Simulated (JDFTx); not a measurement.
The system is HfO2.

```
CELL_PARAMETERS angstrom
0.00000 2.55750 2.55750
2.55750 0.00000 2.55750
2.55750 2.55750 0.00000
ATOMIC_POSITIONS crystal
Hf 0.00000 0.00000 0.00000
O 0.75000 0.75000 0.75000
O 0.25000 0.25000 0.25000
```

Measurements of this composition are mostly on another form, of space group No. 14.

Base run:

* Program: JDFTx 1.7.0 (patched build)
* Functional: BLYP
* Potentials or basis: PseudoDojo-SR-PBE-0.5-standard
* Cutoff: 1143 eV
* Density cutoff: 9143 eV
* k mesh: 9 × 9 × 9
* Occupations: fermi-dirac, width 0.05 eV
* Spin: no spin polarisation

Its results: band gap on the k mesh 3.92 eV, indirect (least direct gap 4.04 eV); pressure 1.6 GPa.

Question: The run is repeated on the same cell with these changes: functional from BLYP to PBE. What comes out?

Answer: Band gap on the k mesh 3.87 eV, indirect (least direct gap 3.99 eV); pressure -4.9 GPa.

PBE binds more tightly than BLYP, so the same cell stands under less pressure.

Caveats: spin-orbit coupling is left out, which moves the levels of the heavy elements; an odd mesh through Γ misses points on the zone boundary, where band edges often lie; the potentials were made for another functional, which shifts forces and pressure (some runs).

Not every run made on this cell is shown here.
